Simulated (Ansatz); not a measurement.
# Ta: a strain scan

Aim: for Ta, strain the cell along the Voigt pattern (0, 0, 1, 0, 0, 0).

This is Ta in the hcp structure; at room conditions it is bcc.

Method: DFT PBEsol, scalar-relativistic, plane waves, PAW, in Ansatz 0.2.0.

2 further runs of the same task are left out: 2 set aside as unsound or not needed.

## (1) The structure to begin with

It takes space group P6_3/mmc (No. 194, hexagonal). The conventional cell has a = 2.867 Å, b = 2.867 Å, c = 5.091 Å, α = 90.00°, β = 90.00°, γ = 120.00°. Ta (site symmetry -6m2) is surrounded by 12 Ta at 2.87 to 3.04 Å.

Coordinates:

```cif
data_structure
_symmetry_space_group_name_H-M 'P6_3/mmc'
_symmetry_Int_Tables_number 194
_cell_length_a 2.8669
_cell_length_b 2.8669
_cell_length_c 5.0914
_cell_angle_alpha 90.000
_cell_angle_beta 90.000
_cell_angle_gamma 120.000
_cell_volume 36.24
loop_
_atom_site_label
_atom_site_type_symbol
_atom_site_symmetry_multiplicity
_atom_site_Wyckoff_symbol
_atom_site_fract_x
_atom_site_fract_y
_atom_site_fract_z
_atom_site_occupancy
Ta1 Ta 2 c 0.66667 0.33333 0.75000 1
```

It goes back to an entry of the Materials Project, which need not be the stable form.

This cell was relaxed beforehand with the same method: volume 18.12 Å³/atom, gap on the mesh none (metal).

## (2) The reference cell

Reference values: F = -19612.4175 eV; pressure -0.03 GPa; largest force 0.000 eV/Å; gap on the mesh none (metal). It was computed beforehand with the settings of the runs below.

## (3) Next: a strain scan

The cell is strained by ε times the Voigt pattern (0, 0, 1, 0, 0, 0) (xx, yy, zz, yz, xz, xy; engineering shear), with fractional coordinates fixed (clamped ions). The stress on the pattern is the sum of the stress components weighted by it, tension positive.

## (4) At ε = -0.0600

File input.yaml:

```yaml
crystal:
  lattice:
    - [2.8669354486, 0.0, 0.0]
    - [-1.4334677243, 2.4828389295, 0.0]
    - [0.0, 0.0, 4.7859300255]
  atoms:
    - { symbol: Ta, position: [0.6666666667, 0.3333333333, 0.75] }
    - { symbol: Ta, position: [0.3333333333, 0.6666666667, 0.25] }
basis:
  ecutwfc: 420
kpoints:
  mp_grid: { grid: [24, 24, 12] }
hamiltonian:
  xc: pbesol
scf:
  occupations: { method: gaussian, width: 0.15 }
output:
  forces: true
  stress: true
  eigenvalues: true
```

Command:

```console
> ansatz run input.yaml --threads 1 --pin off --max-ram 2560MiB --backend cpu --events-out ev --progress --plain --runs-dir out
```

Log, shortened:

```text
Warning: RAYON_NUM_THREADS=1 ignored (pool sized by the plan → 1); use --threads N
[...]
Pseudopotentials: kind: paw
Pseudopotential: Ta, paw, valence charge 13, recommended cutoff 420 eV (normal), Ta.paw.azcp
Functional definition: PBEsol
[...]
Crystal: 2 atoms, lattice volume = 34.067 Å³
Basis set: ecut = 420 eV, 675 PW (Γ), exchange–correlation on 40×40×64 points (8 copies of the dense FFT grid, shifted against one another)
Bands: 17, of which v1, the nominal top of the filled ones, is band 13 counted from 1 (12 counted from 0)
Symmetry: 24 space group operations
Space group: P63/mmc (ITA 194), of the structure as read, at distance tolerance 3.2e-5 Å
k-points: 427 of 6912
[...]
SCF iter   1: F=—  HF=-19612.283656 eV  |F-HF|=—  |Δ(HF+E_count)|=         —  Δρ=7.08e-3  dr2=1.08e-2  ethr=1.77e-3  ⟨swp⟩=5.1  Hψ=31766  notcnv=0
[...]
SCF iter   6: F=-19612.280082 eV  HF=-19612.280082 eV  |F-HF|=1.23e-9  |Δ(HF+E_count)|=   6.77e-9  Δρ=4.21e-6  dr2=2.85e-9  ethr=1.32e-10  ⟨swp⟩=2.4  Hψ=24222  notcnv=0
[...]
SCF converged after 6 iterations
Free energy (F): -19612.280082 eV
[...]
E sigma→0 (E₀):  -19612.266978 eV
Entropy (-TS):   -0.026206 eV (-13.103 meV/atom)
Fermi energy:    20.182004 eV
[...]
--- Forces (eV/Å), atoms counted from 1 ---
  atom   1  Ta     0.00000000    -0.00000000     0.00000000
  atom   2  Ta    -0.00000000     0.00000000     0.00000000
[...]
--- Stress (GPa, compression-positive) ---
       10.063451       0.000000       0.000000
        0.000000      10.063451       0.000000
        0.000000       0.000000      20.806935
  P = ⅓ Tr σ = 13.6446 GPa (136.446 kbar)
--- Band table (eV; the first three rows and the last of 427) ---
  k-point 0: bands = ["-47.1763", "-47.0505", "-14.4240", "-13.2028", "-13.2028", "-13.0725", "-13.0393", "-13.0393", "11.5605", "15.0032", "20.1588", "20.5541", "20.5541", "20.9467", "21.3875", "21.3875", "22.7517"]
[...]
```

Run time: 11 s. Hardware: 1 thread of Arm Neoverse V1, shared host; peak memory 0.46 GiB.

## (5) At ε = 0.0450

Edit input.yaml of step 4 so:

```diff
@@ -4,3 +4,3 @@
     - [-1.4334677243, 2.4828389295, 0.0]
-    - [0.0, 0.0, 4.7859300255]
+    - [0.0, 0.0, 5.3205285921]
   atoms:
@@ -20 +20,5 @@
   eigenvalues: true
+  write_density: true
+  write_potential: true
+  elf: true
+  volumetric_format: npy
```

Command:

```console
> ansatz run input.yaml --threads 1 --pin off --max-ram 2560MiB --backend cpu --events-out ev --progress --plain --runs-dir out
```

Log, shortened:

```text
Warning: RAYON_NUM_THREADS=1 ignored (pool sized by the plan → 1); use --threads N
[...]
[... 3 set-up lines as earlier in the session ...]
[...]
Crystal: 2 atoms, lattice volume = 37.872 Å³
Basis set: ecut = 420 eV, 737 PW (Γ), exchange–correlation on 40×40×72 points (8 copies of the dense FFT grid, shifted against one another)
Bands: 17, of which v1, the nominal top of the filled ones, is band 13 counted from 1 (12 counted from 0)
[... 1 set-up line as earlier in the session ...]
Space group: P63/mmc (ITA 194), of the structure as read, at distance tolerance 3.4e-5 Å
k-points: 427 of 6912
[...]
SCF iter   1: F=—  HF=-19612.353492 eV  |F-HF|=—  |Δ(HF+E_count)|=         —  Δρ=5.84e-3  dr2=1.16e-2  ethr=1.77e-3  ⟨swp⟩=5.1  Hψ=32208  notcnv=0
[...]
SCF iter   6: F=-19612.349699 eV  HF=-19612.349699 eV  |F-HF|=1.28e-9  |Δ(HF+E_count)|=   5.50e-9  Δρ=4.56e-6  dr2=3.28e-9  ethr=1.91e-10  ⟨swp⟩=6.0  Hψ=41309  notcnv=0
[...]
SCF converged after 6 iterations
Free energy (F): -19612.349699 eV
[...]
E sigma→0 (E₀):  -19612.334360 eV
Entropy (-TS):   -0.030678 eV (-15.339 meV/atom)
Fermi energy:    17.821484 eV
[...]
--- Forces (eV/Å), atoms counted from 1 ---
  atom   1  Ta     0.00000000     0.00000000     0.00000000
  atom   2  Ta    -0.00000000    -0.00000000     0.00000000
[...]
--- Stress (GPa, compression-positive) ---
       -4.799440       0.000000       0.000000
        0.000000      -4.799440       0.000000
        0.000000       0.000000     -12.678167
  P = ⅓ Tr σ = -7.4257 GPa (-74.257 kbar)
--- Band table (eV; the first three rows and the last of 427) ---
  k-point 0: bands = ["-49.6857", "-49.6391", "-16.5970", "-15.8895", "-15.6298", "-15.6298", "-15.5677", "-15.5677", "9.7338", "12.8529", "16.9045", "17.4243", "18.5156", "18.5156", "18.9831", "18.9831", "21.1445"]
[...]
```

It took 17 s on 1 thread of Arm Neoverse V1, shared host; peak memory 0.46 GiB.

Density in a lattice plane of the grid's cell (edges 2.87 and 5.32 Å, at 0.333 of the third edge), which holds Ta.

Ten even steps from ' ' (0.20 e/Å³) to '@' (4.38 e/Å³):
```
                        
            ..------..  
          ::++##@@##++::
..      ..==%%@@@@@@%%==
..      ..++@@@@##@@@@++
..      ..==%%@@@@@@%%==
          ::++##%%##++::
            ..------..  
                        
                        
                        
                        
    ..                  
....::....              
..::::::..              
....::....              
    ..                  
                        
                        
                        
```
Columns run along the first of these edges and rows up along the second, over one cell in 12 and 20 even steps from the bottom left corner. Atoms in the plane (fractional): Ta at (0.67, 0.75).

ELF in the same plane.

Ten even steps from ' ' (0.02) to '@' (0.74):
```
--++++++--::::------::::
::==++==::::==##%%##==::
::--==--::++%%@@@@@@%%++
----------##@@**--**@@##
==------==%%%%--  --%%%%
----------%%@@**--**@@%%
::--==--::++%%@@@@@@%%++
::==++==::::==##%%##==::
--++++++--::::------::::
========================
--::::::--==**######**==
::......::--**##%%##**--
::::--::::::++##%%##==::
--++**++--::==**##**==::
==**##**==--==**##**==--
--++**++--::==**##**==::
::::--::::::==##%%##==::
::......::--**##%%##++--
--::::::--==**######**==
========================
```
Columns run along the first of these edges and rows up along the second, over one cell in 12 and 20 even steps from the bottom left corner. Atoms in the plane (fractional): Ta at (0.67, 0.75).

Both are smooth fields of the valence electrons: close to the nuclei they are not physical.

Maxima of ELF outside the ion cores: 0.64 between the atoms, 1.8 Å from Ta.

## (6) At ε = -0.0300

Edit input.yaml of step 5 so:

```diff
@@ -4,3 +4,3 @@
     - [-1.4334677243, 2.4828389295, 0.0]
-    - [0.0, 0.0, 5.3205285921]
+    - [0.0, 0.0, 4.9386724731]
   atoms:
@@ -20,5 +20 @@
   eigenvalues: true
-  write_density: true
-  write_potential: true
-  elf: true
-  volumetric_format: npy
```

Command:

```console
> ansatz run input.yaml --threads 1 --pin off --max-ram 2560MiB --backend cpu --events-out ev --progress --plain --runs-dir out
```

Log, shortened:

```text
Warning: RAYON_NUM_THREADS=1 ignored (pool sized by the plan → 1); use --threads N
[...]
[... 3 set-up lines as earlier in the session ...]
[...]
Crystal: 2 atoms, lattice volume = 35.154 Å³
Basis set: ecut = 420 eV, 713 PW (Γ), exchange–correlation on 40×40×72 points (8 copies of the dense FFT grid, shifted against one another)
Bands: 17, of which v1, the nominal top of the filled ones, is band 13 counted from 1 (12 counted from 0)
[... 1 set-up line as earlier in the session ...]
Space group: P63/mmc (ITA 194), of the structure as read, at distance tolerance 3.3e-5 Å
k-points: 427 of 6912
[...]
SCF iter   1: F=—  HF=-19612.387754 eV  |F-HF|=—  |Δ(HF+E_count)|=         —  Δρ=6.79e-3  dr2=1.06e-2  ethr=1.77e-3  ⟨swp⟩=5.0  Hψ=31895  notcnv=0
[...]
SCF iter   6: F=-19612.384524 eV  HF=-19612.384524 eV  |F-HF|=1.23e-9  |Δ(HF+E_count)|=   1.54e-8  Δρ=3.60e-6  dr2=2.67e-9  ethr=3.06e-10  ⟨swp⟩=2.7  Hψ=24365  notcnv=0
[...]
SCF converged after 6 iterations
Free energy (F): -19612.384524 eV
[...]
E sigma→0 (E₀):  -19612.371386 eV
Entropy (-TS):   -0.026275 eV (-13.138 meV/atom)
Fermi energy:    19.450179 eV
[...]
--- Forces (eV/Å), atoms counted from 1 ---
  atom   1  Ta     0.00000000     0.00000000     0.00000000
  atom   2  Ta    -0.00000000    -0.00000000     0.00000000
[...]
--- Stress (GPa, compression-positive) ---
        4.327915       0.000000       0.000000
        0.000000       4.327915       0.000000
        0.000000       0.000000      10.000577
  P = ⅓ Tr σ = 6.2188 GPa (62.188 kbar)
--- Band table (eV; the first three rows and the last of 427) ---
  k-point 0: bands = ["-47.9423", "-47.8473", "-15.0714", "-13.9421", "-13.9421", "-13.9419", "-13.8179", "-13.8179", "10.9909", "14.3738", "19.1344", "19.8231", "19.9444", "19.9444", "20.6532", "20.6532", "22.2785"]
[...]
```

It took 12 s on 1 thread of Arm Neoverse V1, shared host; peak memory 0.46 GiB.

## (7) ε = 0.0150

Edit input.yaml of step 6 so:

```diff
@@ -4,3 +4,3 @@
     - [-1.4334677243, 2.4828389295, 0.0]
-    - [0.0, 0.0, 4.9386724731]
+    - [0.0, 0.0, 5.1677861445]
   atoms:
```

Command:

```console
> ansatz run input.yaml --threads 1 --pin off --max-ram 2560MiB --backend cpu --events-out ev --progress --plain --runs-dir out
```

Log, shortened:

```text
[...]
SCF converged after 6 iterations
Free energy (F): -19612.409403 eV
[...]
E sigma→0 (E₀):  -19612.395075 eV
Entropy (-TS):   -0.028655 eV (-14.327 meV/atom)
Fermi energy:    18.441478 eV
[...]
--- Forces (eV/Å), atoms counted from 1 ---
  atom   1  Ta     0.00000000     0.00000000     0.00000000
  atom   2  Ta     0.00000000    -0.00000000     0.00000000
[...]
--- Stress (GPa, compression-positive) ---
       -1.795751       0.000000       0.000000
        0.000000      -1.795751       0.000000
        0.000000       0.000000      -4.660997
  P = ⅓ Tr σ = -2.7508 GPa (-27.508 kbar)
--- Band table (eV; the first three rows and the last of 427) ---
  k-point 0: bands = ["-49.0164", "-48.9544", "-16.0023", "-15.1466", "-14.9812", "-14.9812", "-14.8992", "-14.8992", "10.2109", "13.4512", "17.7440", "18.3194", "19.0712", "19.0712", "19.6244", "19.6244", "21.5910"]
[...]
```

Run time: 13 s. Hardware: 1 thread of Arm Neoverse V1, shared host; peak memory 0.47 GiB.

## (8) Point ε = 0.0600

Edit input.yaml of step 7 so:

```diff
@@ -4,3 +4,3 @@
     - [-1.4334677243, 2.4828389295, 0.0]
-    - [0.0, 0.0, 5.1677861445]
+    - [0.0, 0.0, 5.3968998159]
   atoms:
```

Command:

```console
> ansatz run input.yaml --threads 1 --pin off --max-ram 2560MiB --backend cpu --events-out ev --progress --plain --runs-dir out
```

Log, shortened:

```text
[...]
SCF converged after 6 iterations
Free energy (F): -19612.300733 eV
[...]
E sigma→0 (E₀):  -19612.285004 eV
Entropy (-TS):   -0.031459 eV (-15.729 meV/atom)
Fermi energy:    17.525943 eV
[...]
--- Forces (eV/Å), atoms counted from 1 ---
  atom   1  Ta     0.00000000     0.00000000     0.00000000
  atom   2  Ta     0.00000000    -0.00000000     0.00000000
[...]
--- Stress (GPa, compression-positive) ---
       -6.045358       0.000000       0.000000
       -0.000000      -6.045358       0.000000
        0.000000       0.000000     -16.125788
  P = ⅓ Tr σ = -9.4055 GPa (-94.055 kbar)
--- Band table (eV; the first three rows and the last of 427) ---
  k-point 0: bands = ["-50.0075", "-49.9673", "-16.8871", "-16.2446", "-15.9421", "-15.9421", "-15.8881", "-15.8881", "9.5066", "12.5591", "16.5084", "17.0058", "18.2451", "18.2451", "18.6745", "18.6745", "20.9243"]
[...]
```

Wall time 13 s (1 thread of Arm Neoverse V1, shared host); peak memory 0.47 GiB.

## (9) ε = -0.0450

Edit input.yaml of step 8 so:

```diff
@@ -4,3 +4,3 @@
     - [-1.4334677243, 2.4828389295, 0.0]
-    - [0.0, 0.0, 5.3968998159]
+    - [0.0, 0.0, 4.8623012493]
   atoms:
```

Command:

```console
> ansatz run input.yaml --threads 1 --pin off --max-ram 2560MiB --backend cpu --events-out ev --progress --plain --runs-dir out
```

Log, shortened:

```text
[...]
SCF converged after 6 iterations
Free energy (F): -19612.341493 eV
[...]
E sigma→0 (E₀):  -19612.328392 eV
Entropy (-TS):   -0.026201 eV (-13.101 meV/atom)
Fermi energy:    19.810442 eV
[...]
--- Forces (eV/Å), atoms counted from 1 ---
  atom   1  Ta     0.00000000     0.00000000     0.00000000
  atom   2  Ta    -0.00000000    -0.00000000     0.00000000
[...]
--- Stress (GPa, compression-positive) ---
        6.983265      -0.000000       0.000000
       -0.000000       6.983265       0.000000
        0.000000       0.000000      15.383794
  P = ⅓ Tr σ = 9.7834 GPa (97.834 kbar)
--- Band table (eV; the first three rows and the last of 427) ---
  k-point 0: bands = ["-47.5645", "-47.4551", "-14.7505", "-13.5772", "-13.5772", "-13.5142", "-13.4346", "-13.4346", "11.2703", "14.6873", "19.6363", "20.2465", "20.2465", "20.3720", "21.0153", "21.0153", "22.5134"]
[...]
```

Wall time 11 s (1 thread of Arm Neoverse V1, shared host); peak memory 0.46 GiB.

## (10) ε = 0.0300

Edit input.yaml of step 9 so:

```diff
@@ -4,3 +4,3 @@
     - [-1.4334677243, 2.4828389295, 0.0]
-    - [0.0, 0.0, 4.8623012493]
+    - [0.0, 0.0, 5.2441573683]
   atoms:
```

Command:

```console
> ansatz run input.yaml --threads 1 --pin off --max-ram 2560MiB --backend cpu --events-out ev --progress --plain --runs-dir out
```

Log, shortened:

```text
[...]
SCF converged after 6 iterations
Free energy (F): -19612.386350 eV
[...]
E sigma→0 (E₀):  -19612.371477 eV
Entropy (-TS):   -0.029746 eV (-14.873 meV/atom)
Fermi energy:    18.126640 eV
[...]
--- Forces (eV/Å), atoms counted from 1 ---
  atom   1  Ta     0.00000000     0.00000000     0.00000000
  atom   2  Ta    -0.00000000    -0.00000000     0.00000000
[...]
--- Stress (GPa, compression-positive) ---
       -3.387097       0.000000       0.000000
        0.000000      -3.387097       0.000000
        0.000000       0.000000      -8.863120
  P = ⅓ Tr σ = -5.2124 GPa (-52.124 kbar)
--- Band table (eV; the first three rows and the last of 427) ---
  k-point 0: bands = ["-49.3554", "-49.3017", "-16.3021", "-15.5237", "-15.3096", "-15.3096", "-15.2382", "-15.2382", "9.9685", "13.1503", "17.3161", "17.8618", "18.7909", "18.7909", "19.2996", "19.2996", "21.3667"]
[...]
```

It took 11 s on 1 thread of Arm Neoverse V1, shared host; peak memory 0.47 GiB.

## (11) ε = -0.0150

Edit input.yaml of step 10 so:

```diff
@@ -4,3 +4,3 @@
     - [-1.4334677243, 2.4828389295, 0.0]
-    - [0.0, 0.0, 5.2441573683]
+    - [0.0, 0.0, 5.0150436969]
   atoms:
```

Command:

```console
> ansatz run input.yaml --threads 1 --pin off --max-ram 2560MiB --backend cpu --events-out ev --progress --plain --runs-dir out
```

Log, shortened:

```text
Warning: RAYON_NUM_THREADS=1 ignored (pool sized by the plan → 1); use --threads N
[...]
[... 3 set-up lines as earlier in the session ...]
[...]
Crystal: 2 atoms, lattice volume = 35.698 Å³
Basis set: ecut = 420 eV, 713 PW (Γ), exchange–correlation on 40×40×72 points (8 copies of the dense FFT grid, shifted against one another)
Bands: 17, of which v1, the nominal top of the filled ones, is band 13 counted from 1 (12 counted from 0)
[... 2 set-up lines as earlier in the session ...]
k-points: 427 of 6912
[...]
SCF iter   1: F=—  HF=-19612.412852 eV  |F-HF|=—  |Δ(HF+E_count)|=         —  Δρ=6.59e-3  dr2=1.06e-2  ethr=1.77e-3  ⟨swp⟩=5.1  Hψ=32042  notcnv=0
[...]
SCF iter   6: F=-19612.409590 eV  HF=-19612.409590 eV  |F-HF|=1.14e-9  |Δ(HF+E_count)|=   1.20e-8  Δρ=3.62e-6  dr2=2.53e-9  ethr=2.59e-10  ⟨swp⟩=2.7  Hψ=24346  notcnv=0
[...]
SCF converged after 6 iterations
Free energy (F): -19612.409590 eV
[...]
E sigma→0 (E₀):  -19612.396193 eV
Entropy (-TS):   -0.026792 eV (-13.396 meV/atom)
Fermi energy:    19.102255 eV
[...]
--- Forces (eV/Å), atoms counted from 1 ---
  atom   1  Ta     0.00000000    -0.00000000     0.00000000
  atom   2  Ta    -0.00000000     0.00000000     0.00000000
[...]
--- Stress (GPa, compression-positive) ---
        2.019701       0.000000       0.000000
        0.000000       2.019701       0.000000
        0.000000       0.000000       4.817581
  P = ⅓ Tr σ = 2.9523 GPa (29.523 kbar)
--- Band table (eV; the first three rows and the last of 427) ---
  k-point 0: bands = ["-48.3102", "-48.2277", "-15.3870", "-14.3563", "-14.2977", "-14.2977", "-14.1895", "-14.1895", "10.7216", "14.0631", "18.6522", "19.2989", "19.6479", "19.6479", "20.3008", "20.3008", "22.0467"]
[...]
```

Run time: 12 s. Hardware: 1 thread of Arm Neoverse V1, shared host; peak memory 0.47 GiB.

## (12) ε = 0.0525

Edit input.yaml of step 11 so:

```diff
@@ -4,3 +4,3 @@
     - [-1.4334677243, 2.4828389295, 0.0]
-    - [0.0, 0.0, 5.0150436969]
+    - [0.0, 0.0, 5.358714204]
   atoms:
```

Command:

```console
> ansatz run input.yaml --threads 1 --pin off --max-ram 2560MiB --backend cpu --events-out ev --progress --plain --runs-dir out
```

Log, shortened:

```text
Warning: RAYON_NUM_THREADS=1 ignored (pool sized by the plan → 1); use --threads N
[...]
[... 3 set-up lines as earlier in the session ...]
[...]
Crystal: 2 atoms, lattice volume = 38.144 Å³
Basis set: ecut = 420 eV, 737 PW (Γ), exchange–correlation on 40×40×72 points (8 copies of the dense FFT grid, shifted against one another)
Bands: 17, of which v1, the nominal top of the filled ones, is band 13 counted from 1 (12 counted from 0)
[... 2 set-up lines as earlier in the session ...]
k-points: 427 of 6912
[...]
SCF iter   1: F=—  HF=-19612.330553 eV  |F-HF|=—  |Δ(HF+E_count)|=         —  Δρ=5.75e-3  dr2=1.18e-2  ethr=1.77e-3  ⟨swp⟩=5.1  Hψ=32479  notcnv=0
[...]
the search or the solves at the SCF's close seem to have found levels that the self-consistency loop had missed (the run counts 2). By its estimate they hold under 1e-12 electrons; where the run keeps them, the occupations were computed again with them
[...]
SCF converged after 6 iterations
Free energy (F): -19612.326680 eV
[...]
E sigma→0 (E₀):  -19612.311140 eV
Entropy (-TS):   -0.031080 eV (-15.540 meV/atom)
Fermi energy:    17.672529 eV
[...]
--- Forces (eV/Å), atoms counted from 1 ---
  atom   1  Ta     0.00000000     0.00000000     0.00000000
  atom   2  Ta    -0.00000000    -0.00000000     0.00000000
[...]
--- Stress (GPa, compression-positive) ---
       -5.442270      -0.000000       0.000000
       -0.000000      -5.442270       0.000000
        0.000000       0.000000     -14.446731
  P = ⅓ Tr σ = -8.4438 GPa (-84.438 kbar)
--- Band table (eV; the first three rows and the last of 427) ---
  k-point 0: bands = ["-49.8476", "-49.8044", "-16.7426", "-16.0684", "-15.7869", "-15.7869", "-15.7291", "-15.7291", "9.6193", "12.7055", "16.7046", "17.2128", "18.3797", "18.3797", "18.8278", "18.8278", "21.0341"]
[...]
```

Run time: 16 s. Hardware: 1 thread of Arm Neoverse V1, shared host; peak memory 0.48 GiB.

## (13) Results of the scan

Collected from the runs (energy zero: the undisturbed cell):

```
      ε  ΔE (meV/atom)  stress on the pattern (GPa)  pressure (GPa)
-0.0600           68.7                       -20.81            13.6
-0.0450           38.0                       -15.38             9.8
-0.0300           16.5                       -10.00             6.2
-0.0150            4.0                        -4.82             3.0
 0.0000            0.0                         0.08             0.0
 0.0150            4.1                         4.66            -2.8
 0.0300           15.6                         8.86            -5.2
 0.0450           33.9                        12.68            -7.4
 0.0525           45.4                        14.45            -8.4
 0.0600           58.4                        16.13            -9.4
```

## (14) Summary of results

```
                                  quantity    value
slope of the stress at ε = 0, over ±0.0150  316 GPa
```

In words: The slope of the stress at zero strain, 316 GPa, estimates C33 with clamped ions in this Cartesian frame; letting the atoms relax could not make it stiffer. No sampled point lies below the undisturbed cell. Compression costs more than tension: 68.7 against 58.4 meV/atom at the ends. Spin-orbit coupling is left out for Ta.
